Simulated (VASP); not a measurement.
Write the native input for VASP 6.6.1 that does the following.

```
Task                   : relaxation of cell and atoms
Functional             : PBEsol
Potentials or basis    : VASP PAW PBE potentials, release 64 (Ga_d)
Cutoff                 : 600 eV
k mesh                 : 13 × 13 × 13
Occupations            : fermi-dirac, width 0.05 eV
Spin                   : no spin polarisation
Target pressure        : 30 GPa
Further INCAR settings : ALGO = Fast; EDIFF = 1e-06; IBRION = 2; EDIFFG = -0.02; NSW = 40; ISIF = 3
Target pressure        : 30 GPa
```

The structure of Ga lies in POSCAR:

```
Ga
1.0
   -1.3843987196      1.3843987196      2.3112238365
    1.3843987196     -1.3843987196      2.3112238365
    1.3843987196      1.3843987196     -2.3112238365
Ga
1
Direct
    0.0000000000      0.0000000000      0.0000000000
```

This isn't the form of Ga at room conditions, which is orthorhombic.

One way to write it, as run:

INCAR

```
SYSTEM = Ga
PREC = Accurate ; ENCUT = 600
EDIFF = 1E-6 ; ISMEAR = -1
SIGMA = 0.05 ; LREAL = .False.
LASPH = .True. ; NELM = 100
ALGO = Fast ; ISIF = 3
LWAVE = .False. ; LCHARG = .False.
GGA = PS ; IBRION = 2
NSW = 40 ; EDIFFG = -0.02
PSTRESS = 300
```

KPOINTS

```
regular mesh
0
Gamma
  13 13 13
  0 0 0
```

Potentials or basis: VASP PAW PBE potentials, release 64 (Ga_d).

Launch:

```console
$ cat potpaw_PBE.64/Ga_d/POTCAR > POTCAR
$ mpirun -np 1 vasp_std > vasp.out
```

It gave:

The relaxed volume is 13.58 Å³/atom, the relaxed cell is a = 2.745 Å, b = 2.745 Å, c = 2.745 Å, α = 124.17°, β = 124.17°, γ = 82.92° and the space group after relaxing (to 0.05 Å) is I4/mmm (No. 139). The energy change on relaxing (the enthalpy is what falls) is +289.7 meV/atom. The ionic steps are 10, the pressure after relaxing is 29.9 GPa and the band gap on the k mesh is none (metal or under the smearing width).

Caveat: the cell is relaxed towards a set pressure, so the enthalpy falls and the energy may rise; the volume moved by over 15 % at a fixed basis, so the end points are rough; the PAW data sets were made with another functional, which shifts forces and pressure a little.

Run time: 91 s on 1 thread of Intel(R) Xeon(R) 6975P-C (Granite Rapids), on a shared host, peak memory 0.19 GiB.
